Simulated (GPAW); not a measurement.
CuO:

```
Cu O
1.0
     2.83633    0.00000    0.00000
    -1.41816    2.45633    0.00000
     0.00000    0.00000    2.76811
Cu O
1 1
Direct
  0.00000 0.00000 0.00000
  0.66667 0.33333 0.50000
```

Measurements of this composition are mostly on another form, of space group No. 15.

| Quantity | Value |
| --- | --- |
| Program | GPAW 26.7.0 |
| Task | relaxation of cell and atoms |
| Functional | PBEsol |
| Potentials or basis | PAW data sets generated in the run's folder for this functional |
| Cutoff | 800 eV |
| Basis | pw |
| k mesh | 8 × 8 × 7 |
| Occupations | fermi-dirac, width 0.05 eV |
| Spin | no spin polarisation |

At the start: pressure -7.7 GPa; volume 9.64 Å³/atom.

Task: Where does the relaxation end?

Result: Over 7 steps the energy falls by 15.9 meV/atom and the volume is 9.31 Å³/atom (-3.5 %); space group P-6m2 (No. 187, to 0.05 Å).

The path:
| step | energy change (eV) | largest force (eV/Å) | pressure (GPa) | volume (Å³) |
| --- | --- | --- | --- | --- |
| 1 | 0.0000 | 0.0000 | -7.71 | 19.29 |
| 2 | -0.0110 | 0.0000 | -5.93 | 19.09 |
| 3 | -0.0274 | 0.0000 | 1.70 | 18.40 |
| 4 | -0.0284 | 0.0000 | 1.13 | 18.45 |
| 5 | -0.0312 | 0.0000 | -0.31 | 18.61 |
| 6 | -0.0318 | 0.0000 | -0.34 | 18.63 |
| 7 | -0.0318 | 0.0000 | -0.08 | 18.61 |

Final structure:
```xyz
2
Lattice="2.8415 0.0000 0.0000 -1.4208 2.4608 0.0000 0.0000 0.0000 2.6620" Properties=species:S:1:pos:R:3 pbc="T T T"
Cu    0.0000    0.0000    0.0000
O     1.4208    0.8203    1.3310
```

Caveat: with this Cu data set, volumes or pressures lay over 1.5 % or 2 GPa off other programs in two to four cells of ten; later steps reuse the first step's grids; an odd number of electrons without spin polarisation forces a metal; a magnetic or distorted state may lie lower; the run has no spin polarisation, though such a crystal can be magnetic.
